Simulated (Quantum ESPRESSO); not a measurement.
A calculation with Quantum ESPRESSO 7.5 of MgO (ASE script, Cartesian positions):

The input run.py:

```python
import numpy as np
from ase.calculators.espresso import Espresso, EspressoProfile
from ase.io import read

atoms = read('MgO.xyz')

input_data = {
    'control': {'calculation': 'scf', 'prefix': 'pwscf', 'outdir': './tmp', 'tprnfor': True, 'tstress': True, 'disk_io': 'nowf'},
    'system': {'ecutwfc': 55.0, 'ecutrho': 440.0, 'nbnd': 9, 'occupations': 'smearing', 'smearing': 'fd', 'degauss': 0.00367493},
    'electrons': {'conv_thr': 4e-10, 'electron_maxstep': 120, 'mixing_beta': 0.5},
}
pseudopotentials = {'Mg': 'Mg.pbe-n-kjpaw_psl.0.3.0.UPF', 'O': 'O.pbe-n-kjpaw_psl.0.1.UPF'}
profile = EspressoProfile(command='pw.x', pseudo_dir='pseudo')
atoms.calc = Espresso(profile=profile, input_data=input_data, pseudopotentials=pseudopotentials, kpts=(11, 11, 11), koffset=(0, 0, 0))

print(f'energy {atoms.get_potential_energy():.8f} eV')
print('forces (eV/A)')
print(np.round(atoms.get_forces(), 6))
print('stress (eV/A^3, Voigt)')
print(np.round(atoms.get_stress(), 8))
print(f'Fermi level {atoms.calc.get_fermi_level():.4f} eV')
```

MgO.xyz

```xyz
2
Lattice="0.0000000000 2.0970013927 2.0970013927 2.0970013927 0.0000000000 2.0970013927 2.0970013927 2.0970013927 0.0000000000" Properties=species:S:1:pos:R:3 pbc="T T T"
Mg     0.0000000000      0.0000000000      0.0000000000
O      2.0970013927      2.0970013927      2.0970013927
```

Potentials or basis: SSSP 1.3 efficiency PBE.

Command:

```sh
$ OMP_NUM_THREADS=1 python run.py
```

The cell is a database's computed one.

Write the same calculation in another form: native input, structure typed inline.

As run:

pw.in

```
&CONTROL
  calculation = 'scf'
  prefix = 'pwscf'
  outdir = './tmp'
  pseudo_dir = './pseudo'
  tprnfor = .true.
  tstress = .true.
  disk_io = 'nowf'
/
&SYSTEM
  ibrav = 0
  nat = 2
  ntyp = 2
  ecutwfc = 55
  ecutrho = 440
  nbnd = 9
  occupations = 'smearing'
  smearing = 'fd'
  degauss = 0.00367493
/
&ELECTRONS
  conv_thr = 4d-10
  electron_maxstep = 120
  mixing_beta = 0.5
/
ATOMIC_SPECIES
Mg    24.3050 Mg.pbe-n-kjpaw_psl.0.3.0.UPF
O     15.9990 O.pbe-n-kjpaw_psl.0.1.UPF
CELL_PARAMETERS angstrom
   0.0000000000    2.0970013927    2.0970013927
   2.0970013927    0.0000000000    2.0970013927
   2.0970013927    2.0970013927    0.0000000000
ATOMIC_POSITIONS crystal
Mg     0.0000000000    0.0000000000    0.0000000000
O      0.5000000000    0.5000000000    0.5000000000
K_POINTS automatic
11 11 11 0 0 0
```

Potentials or basis: SSSP 1.3 efficiency PBE.

Run with:

```bash
$ OMP_NUM_THREADS=1 pw.x -in pw.in > pw.out
```

Both were run:

|  | ASE script, Cartesian positions | native input, structure typed inline |
| --- | --- | --- |
| Pressure | 6.4 GPa | 6.4 GPa |
| Band gap on the k mesh | 4.85 eV, direct | 4.85 eV, direct |

Keys that steer only the numerical path or the files written may differ.
